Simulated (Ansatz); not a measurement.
Isolated molecules relaxed with PBE0-D4/def2-TZVP in Ansatz; ΔE leaves out vibrations. CCSD(T)/CBS adds triple-zeta CCSD(T) − MP2 to the extrapolated MP2 energy (def2 sets, frozen cores). This one scheme is used for every species. Functionals use def2-TZVPP. B3LYP here is the variant with VWN-RPA as its local correlation; programs differ in this. One conformer a species, not always the lowest.

Consider the formal exchange of groups at a B–C bond: `BN(C)BC` + propene → `BN(B)C` + `C=CCC`.

(1) Is it downhill or uphill in electronic energy at CCSD(T)/CBS, and by how much? (An estimate is asked.)

(2) What do these levels give: B3LYP, HF/def2-TZVPP, SCS-MP2/def2-TZVPP, CCSD(T)/def2-TZVPP, HF/def2-QZVPP, HF/CBS(def2)? (Best estimate.)

Largest T1 diagnostic among the species: 0.011.

Answers

(1) Ansatz gave: Uphill: ΔE = +48.5 kJ/mol.

(2) Ansatz gave: B3LYP 49.6, HF/def2-TZVPP 41.1, SCS-MP2/def2-TZVPP 44.0, CCSD(T)/def2-TZVPP 47.6, HF/def2-QZVPP 40.9, HF/CBS(def2) 40.9 kJ/mol.

In def2-TZVPP, CCSD(T) changes the Hartree–Fock value by +6.6 kJ/mol (the triples alone add +0.6 kJ/mol) and MP2 by +6.6 kJ/mol.
